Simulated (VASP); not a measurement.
Write the native input for VASP 6.6.1 that does the following.

| Property | Result |
| --- | --- |
| Task | band structure |
| Functional | PBE0 |
| Potentials or basis | VASP PAW PBE potentials, release 64 (Ga_d, As) |
| Cutoff | 520 eV |
| k mesh | 8 × 8 × 8 |
| Occupations | gaussian, width 0.03 eV |
| Spin | no spin polarisation |
| Grid for exact exchange (PRECFOCK) | Fast |
| Exchange at q = 0 | truncated |
| Further INCAR settings | ALGO = Normal; EDIFF = 1e-06 |

Crystal: GaAs.

```xyz
2
Lattice="0.0000 2.8314 2.8314 2.8314 0.0000 2.8314 2.8314 2.8314 0.0000" Properties=species:S:1:pos:R:3 pbc="T T T"
Ga    0.0000    0.0000    0.0000
As    1.4157    1.4157    1.4157
```

The input as run:

POSCAR

```
GaAs                                    
1.0
    0.0000000000      2.8313993250      2.8313993250
    2.8313993250      0.0000000000      2.8313993250
    2.8313993250      2.8313993250      0.0000000000
  Ga              As            
     1     1
Direct
     0.0000000000000000    0.0000000000000000    0.0000000000000000
     0.2500000000000000    0.2500000000000000    0.2500000000000000
```

INCAR.step1

```
ALGO = Normal ; EDIFF = 1E-5
ENCUT = 520 ; GGA = PE
ISIF = 2 ; ISMEAR = 0
KPAR = 8 ; LASPH = True
LCHARG = False ; LREAL = False
LWAVE = True ; NELM = 80
PREC = Accurate ; SIGMA = 0.03
```

INCAR.step2

```
AEXX = 0.25 ; ALGO = Normal
EDIFF = 1E-6 ; ENCUT = 520
GGA = PE ; HFRCUT = -1
ISIF = 2 ; ISMEAR = 0
ISTART = 1 ; KPAR = 8
LASPH = True ; LCHARG = False
LHFCALC = True ; LREAL = False
LWAVE = False ; NELM = 80
PREC = Accurate ; PRECFOCK = Fast
SIGMA = 0.03
```

KPOINTS

```
k-points
0
Gamma
  8 8 8
```

KPOINTS_OPT

```
explicit points
6
Reciprocal
 0.0000000000  0.0000000000  0.0000000000 1
 0.3750000000  0.3750000000  0.7500000000 1
 0.5000000000  0.5000000000  0.5000000000 1
 0.6250000000  0.2500000000  0.6250000000 1
 0.5000000000  0.2500000000  0.7500000000 1
 0.5000000000  0.0000000000  0.5000000000 1
```

Potentials or basis: VASP PAW PBE potentials, release 64 (Ga_d, As).

Launch:

```sh
$ cat potpaw_PBE.64/Ga_d/POTCAR potpaw_PBE.64/As/POTCAR > POTCAR
$ cp INCAR.step1 INCAR
$ mpirun -np 8 vasp_std > vasp.out
$ cp INCAR.step2 INCAR
$ mpirun -np 8 vasp_std > vasp.out
```

It gave:

```
Pressure                : 0.4 GPa
Band gap on the k mesh  : 1.93 eV, direct
Band gap along the path : 1.93 eV, direct
```

Caveat: the PAW data sets were made with another functional, which shifts forces and pressure a little.

It took 18 min on 8 MPI ranks on Intel(R) Xeon(R) Platinum 8488C (Sapphire Rapids), with other jobs on the host, peak memory 0.28 GiB a rank.
